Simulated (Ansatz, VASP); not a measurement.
**SrTiO3 in VASP and in Ansatz**

```xyz
5
Lattice="3.8679 0.0000 0.0000 0.0000 3.8679 0.0000 0.0000 0.0000 3.9828" Properties=species:S:1:pos:R:3 pbc="T T T"
Sr    0.0000    0.0000    0.0000
Ti    1.9340    1.9340    1.9914
O     0.0000    1.9340    1.9914
O     1.9340    0.0000    1.9914
O     1.9340    1.9340    0.0000
```

Alike in both runs: functional PBE; k mesh 7 × 7 × 7; occupations gaussian, width 0.02 eV; no spin polarisation.

Ansatz relaxed the structure, and its values are those at the end. VASP's run is a single point on that final structure, the one shown.

```csv
,VASP,Ansatz
version,VASP 6.6.1,Ansatz 0.2.0
potentials or method,"VASP PAW PBE potentials, release 64 (Sr_sv, Ti_sv, O)","scalar-relativistic, plane waves, PAW"
plane-wave cutoff (eV),520,420
valence electrons in the cell,40,40
```

|  | VASP | Ansatz | Ansatz less VASP |
| --- | --- | --- | --- |
| gap on the k mesh at the Fermi level (eV) | 1.89 | 1.93 | +0.033 |
| least direct gap on the mesh (eV) | 2.19 | 2.21 | +0.023 |
| pressure (GPa) | 5.1 | 4.4 | -0.71 |

The functional is the same, so the differences come from potentials, cutoffs and numerics.

Caveats: an odd mesh through Γ misses points on the zone boundary, where band edges often lie. As with any semilocal functional, this PBE gap is likely too small.
